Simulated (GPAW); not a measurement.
A run of GPAW 26.7.0 is set up as follows.

The input run.py:

```python
from ase import Atoms
from ase.dft.bandgap import bandgap
from ase.io import write
from ase.units import Bohr, GPa
from gpaw import GPAW, PW
from gpaw.elf import elf_from_dft_calculation

atoms = Atoms(['N', 'B'],
              cell=[[0.0, 3.49531583, 2.16609124],
                    [1.2516321, 0.0, 2.16609124],
                    [1.2516321, 3.49531583, 0.0]],
              scaled_positions=[[0.66665134, 0.66665134, 0.33334866],
                                [0.00004865, 0.00004865, 0.99995135]],
              pbc=True)

calc = GPAW(mode=PW(800),
            xc='PBE',
            kpts={'size': (13, 13, 13), 'gamma': True},
            occupations={'name': 'fermi-dirac', 'width': 0.05},
            nbands=11,
            convergence={'density': 1e-05, 'energy': 1e-05},
            maxiter=150,
            txt='gpaw.txt')
atoms.calc = calc
energy = atoms.get_potential_energy()
forces = atoms.get_forces()
stress = atoms.get_stress()
calc.write('gs.gpw')
write('result.traj', atoms)
print(f'Energy: {energy:.6f} eV')
print('Forces (eV/A):')
print(forces.round(4))
print('Stress (GPa):', (stress / GPa).round(3))
print('Fermi level:', round(calc.get_fermi_level(), 4), 'eV')
print(f'Gap: {bandgap(calc)[0]:.4f} eV, direct: {bandgap(calc, direct=True)[0]:.4f} eV')

# fields on the real-space grid
write('density.cube', atoms, data=calc.get_pseudo_density() * Bohr**3)
write('potential.cube', atoms, data=calc.get_electrostatic_potential())
write('elf.cube', atoms, data=elf_from_dft_calculation(calc).data)
```

Potentials or basis: GPAW PAW data sets (gpaw-data 1.2.1), pw.

Launch:

```bash
$ OMP_NUM_THREADS=1 python run.py
```

Q: What does it give for the band gap on the k mesh?

A: 3.90 eV, indirect (least direct gap 4.65 eV).

Q: Estimate the largest force.

A: 0.009 eV/Å.

Q: Predict the pressure.

A: 2.5 GPa.

Stress tensor (GPa, compression positive):
```
3.34 0.00 0.00
0.00 0.86 0.00
0.00 0.00 3.38
```

Caveat: an odd mesh through Γ misses points on the zone boundary, where band edges often lie; the program warned that so skewed a cell can give wrong results. As with any semilocal functional, this PBE gap is likely too small.
